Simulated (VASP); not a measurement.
## Li2Se: band structure with TPSSh

Crystal: Li2Se.

```
Se Li
1.0
     0.00000    3.00250    3.00250
     3.00250    0.00000    3.00250
     3.00250    3.00250    0.00000
Se Li
1 2
Direct
  0.00000 0.00000 0.00000
  0.75000 0.75000 0.75000
  0.25000 0.25000 0.25000
```

```json
{
 "Program": "VASP 6.6.1",
 "Task": "band structure",
 "Functional": "TPSSh",
 "Potentials or basis": "VASP PAW PBE potentials, release 64 (Se, Li_sv)",
 "Cutoff": "520 eV",
 "k mesh": "4 × 4 × 4",
 "Occupations": "fermi-dirac, width 0.05 eV",
 "Spin": "no spin polarisation",
 "Grid for exact exchange (PRECFOCK)": "Normal",
 "Exchange at q = 0": "truncated",
 "Further INCAR settings": "ALGO = Normal; EDIFF = 1e-06; NBANDS = 13"
}
```

The band gap on the k mesh is 3.64 eV, indirect (least direct gap 4.19 eV) and the band gap along the path is 3.64 eV, indirect (least direct gap 4.19 eV).

Levels at the corners of the path, in eV from the valence-band top:
| point | band 2 | band 3 | band 4 | band 5 | band 6 | band 7 | band 8 | band 9 | band 10 | band 11 |
| --- | --- | --- | --- | --- | --- | --- | --- | --- | --- | --- |
| Γ | -46.92 | -12.01 | 0.00 | 0.00 | 0.00 | 4.19 | 6.60 | 6.60 | 6.60 | 11.62 |
| X | -46.93 | -11.47 | -2.42 | -1.49 | -1.49 | 3.64 | 7.13 | 11.41 | 11.41 | 12.62 |
| X | -46.93 | -11.47 | -2.42 | -1.49 | -1.49 | 3.64 | 7.13 | 11.41 | 11.41 | 12.62 |
| W | -46.93 | -11.46 | -2.00 | -2.00 | -1.81 | 5.83 | 7.38 | 9.08 | 9.08 | 12.21 |
| W | -46.93 | -11.46 | -2.00 | -2.00 | -1.81 | 5.83 | 7.38 | 9.08 | 9.08 | 12.21 |
| K | -46.93 | -11.48 | -2.19 | -2.19 | -1.21 | 4.83 | 8.22 | 9.50 | 9.91 | 10.89 |
| K | -46.93 | -11.48 | -2.19 | -2.19 | -1.21 | 4.83 | 8.22 | 9.50 | 9.91 | 10.89 |
| Γ | -46.92 | -12.01 | 0.00 | 0.00 | 0.00 | 4.19 | 6.60 | 6.60 | 6.60 | 11.62 |
| Γ | -46.92 | -12.01 | 0.00 | 0.00 | 0.00 | 4.19 | 6.60 | 6.60 | 6.60 | 11.62 |
| L | -46.93 | -11.60 | -3.08 | -0.54 | -0.54 | 6.07 | 6.87 | 6.87 | 8.69 | 12.66 |
| L | -46.93 | -11.60 | -3.08 | -0.54 | -0.54 | 6.07 | 6.87 | 6.87 | 8.69 | 12.66 |
| U | -46.93 | -11.48 | -2.19 | -2.19 | -1.21 | 4.83 | 8.22 | 9.50 | 9.91 | 10.89 |
| U | -46.93 | -11.48 | -2.19 | -2.19 | -1.21 | 4.83 | 8.22 | 9.50 | 9.91 | 10.89 |
| W | -46.93 | -11.46 | -2.00 | -2.00 | -1.81 | 5.83 | 7.38 | 9.08 | 9.08 | 12.21 |
| W | -46.93 | -11.46 | -2.00 | -2.00 | -1.81 | 5.83 | 7.38 | 9.08 | 9.08 | 12.21 |
| L | -46.93 | -11.60 | -3.08 | -0.54 | -0.54 | 6.07 | 6.87 | 6.87 | 8.69 | 12.66 |
| L | -46.93 | -11.60 | -3.08 | -0.54 | -0.54 | 6.07 | 6.87 | 6.87 | 8.69 | 12.66 |
| K | -46.93 | -11.48 | -2.19 | -2.19 | -1.21 | 4.83 | 8.22 | 9.50 | 9.91 | 10.89 |
| U | -46.93 | -11.48 | -2.19 | -2.19 | -1.21 | 4.83 | 8.22 | 9.50 | 9.91 | 10.89 |
| X | -46.93 | -11.47 | -2.42 | -1.49 | -1.49 | 3.64 | 7.13 | 11.41 | 11.41 | 12.62 |

Run time: 13 min on 1 thread of Intel(R) Xeon(R) 6975P-C (Granite Rapids) (shared host), peak memory 0.22 GiB.

Caveat: the k mesh is coarse (spacing up to 0.45 Å⁻¹), so the values aren't converged, least of all with exact exchange.
